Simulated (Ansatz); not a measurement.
Program: Ansatz. Geometries: PBE0-D4/def2-TZVP. ΔE: electronic, gas phase. CCSD(T)/CBS adds triple-zeta CCSD(T) − MP2 to the extrapolated MP2 energy (def2 sets, frozen cores). This one scheme is used for every species. DFT in def2-TZVPP. One conformer a species, not always the lowest.

Reaction (ligand exchange at the Si–N bond): `NC(=O)N[SiH3]` + `NCCO` → `OCCN[SiH3]` + `NC(N)=O`

```
          level  ΔE (kJ/mol)  difference from CCSD(T)/CBS
      r2SCAN-D4          5.7                         -3.8
        ωB97M-V          6.8                         -2.7
         B2PLYP          6.1                         -3.4
            PBE          3.5                         -6.0
         r2SCAN          5.8                         -3.7
  HF/def2-TZVPP          7.2                         -2.3
 MP2/def2-TZVPP          8.3                         -1.2
CCSD/def2-TZVPP          8.5                         -1.0
 MP2/def2-QZVPP          8.8                         -0.7
 CCSD/CBS(def2)          9.2                         -0.3
    CCSD(T)/CBS          9.5                            0
```

Largest T1 diagnostic among the species: 0.014.

CCSD(T)/CBS has its own doubt, a few kJ/mol and more with outer-core shells, so smaller differences from it don't rank the levels.
